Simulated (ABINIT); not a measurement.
HfC, 4 atoms in the cell. The structure is hexagonal, space group P6_3/mmc (No. 194). The conventional cell has a = 3.343 Å, b = 3.343 Å, c = 5.203 Å, α = 90.00°, β = 90.00°, γ = 120.00°. Hf (site symmetry -6m2) is surrounded by 6 C at 2.33 Å. C (site symmetry -3m) is surrounded by 6 Hf at 2.33 Å and 2 C at 2.60 Å. The cell comes from a database or a generator and needn't be the stable form of this composition.

```yaml
Program: ABINIT 10.8.3 (patched build)
Task: single point
Functional: LDA
Potentials_or_basis: PseudoDojo NC SR LDA v0.4.1 standard
Cutoff: 844 eV
k_mesh: 7 × 7 × 4
Occupations: fermi-dirac, width 0.05 eV
Spin: no spin polarisation
```

Potentials or basis: PseudoDojo NC SR LDA v0.4.1 standard.

Command:

```console
$ abinit run.abi > log 2>&1
```

Hardware: 1 thread of Arm Neoverse V2, with other jobs on the host.

How long does it take, and how much memory?

It took 36 s on 1 thread of Arm Neoverse V2 (shared host), peak memory 0.08 GiB. Counts: scf iterations 10, mpi ranks 1, k points 24, bands 20, plane waves 2824.
